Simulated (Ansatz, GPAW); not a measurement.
This is a calculation of Ge for Ansatz 0.2.0. Atoms were shifted at random by some hundredths of an Å from the given cell, which wasn't relaxed again for these runs. This isn't the form of Ge at room conditions, which is diamond.

input.yaml

```yaml
crystal:
  lattice:
    - [4.0031158814, 0.0, 0.0]
    - [-2.0015579407, 3.4668000476, 0.0]
    - [0.0, 0.0, 13.15670686]
  atoms:
    - { symbol: Ge, position: [0.334637, 0.67274, 0.156603] }
    - { symbol: Ge, position: [0.681307, 0.335114, 0.843772] }
    - { symbol: Ge, position: [0.670235, 0.338481, 0.653854] }
    - { symbol: Ge, position: [0.335048, 0.667442, 0.341227] }
    - { symbol: Ge, position: [0.007912, 0.006579, 0.092986] }
    - { symbol: Ge, position: [0.008074, -0.003338, 0.907715] }
    - { symbol: Ge, position: [0.003496, 0.017788, 0.597926] }
    - { symbol: Ge, position: [-0.000298, 0.006201, 0.409405] }
hamiltonian:
  xc: pbesol
  pseudopotentials: { kind: paw }
kpoints:
  mp_grid: { grid: [8, 8, 2] }
scf:
  occupations: { method: fermi_dirac, width: 0.05 }
output:
  forces: true
  stress: true
  eigenvalues: true
```

Potentials or basis: Ansatz PAW.

Command:

```console
$ ansatz run input.yaml --threads 4 --pin off --max-ram 11264MiB --backend cpu --events-out ev --progress --plain --runs-dir out
```

Problem. Set up the same calculation for GPAW 26.7.0 (ASE script). Potentials or basis there: PAW data sets generated for this functional, cutoff 600 eV.

Solution. As run (cutoffs and basis follow the program's own potentials, and thresholds, step limits or extra output files can differ):

run.py

```python
from ase import Atoms
from ase.dft.bandgap import bandgap
from ase.io import write
from ase.units import GPa
from gpaw import GPAW, PW, setup_paths

setup_paths.insert(0, '.')

atoms = Atoms(['Ge', 'Ge', 'Ge', 'Ge', 'Ge', 'Ge', 'Ge', 'Ge'],
              cell=[[4.0031158814, 0.0, 0.0],
                    [-2.0015579407, 3.4668000476, 0.0],
                    [0.0, 0.0, 13.15670686]],
              scaled_positions=[[0.334637, 0.67274, 0.156603],
                                [0.681307, 0.335114, 0.843772],
                                [0.670235, 0.338481, 0.653854],
                                [0.335048, 0.667442, 0.341227],
                                [0.007912, 0.006579, 0.092986],
                                [0.008074, -0.003338, 0.907715],
                                [0.003496, 0.017788, 0.597926],
                                [-0.000298, 0.006201, 0.409405]],
              pbc=True)

calc = GPAW(mode=PW(600),
            xc='PBEsol',
            kpts={'size': (8, 8, 2), 'gamma': True},
            occupations={'name': 'fermi-dirac', 'width': 0.05},
            nbands=32,
            convergence={'density': 1e-05, 'energy': 1e-05},
            maxiter=150,
            txt='gpaw.txt')
atoms.calc = calc
energy = atoms.get_potential_energy()
forces = atoms.get_forces()
stress = atoms.get_stress()
calc.write('gs.gpw')
write('result.traj', atoms)
print(f'Energy: {energy:.6f} eV')
print('Forces (eV/A):')
print(forces.round(4))
print('Stress (GPa):', (stress / GPa).round(3))
print('Fermi level:', round(calc.get_fermi_level(), 4), 'eV')
print(f'Gap: {bandgap(calc)[0]:.4f} eV, direct: {bandgap(calc, direct=True)[0]:.4f} eV')
```

Potentials or basis: PAW data sets generated in the run's folder for this functional, pw.

Command:

```bash
$ gpaw-setup -f PBEsol Ge
$ OMP_NUM_THREADS=1 python run.py
```

Both were run:

|  | Ansatz | GPAW |
| --- | --- | --- |
| Pressure | 0.1 GPa | 0.4 GPa |
| Largest force | 0.890 eV/Å | 0.915 eV/Å |
| Energy over the undisturbed cell | 9.2 meV/atom | 9.4 meV/atom |

Ansatz's pressure holds a Pulay term of +0.02 GPa for its cutoff of 420 eV, which the other run lacks.

The potentials hold 112 and 32 valence electrons a cell.

Ansatz's potentials were made for PBE.

Where Ansatz's input types no cutoff or centring, it takes its own default and a Γ-centred mesh.

Pressure is positive in compression.
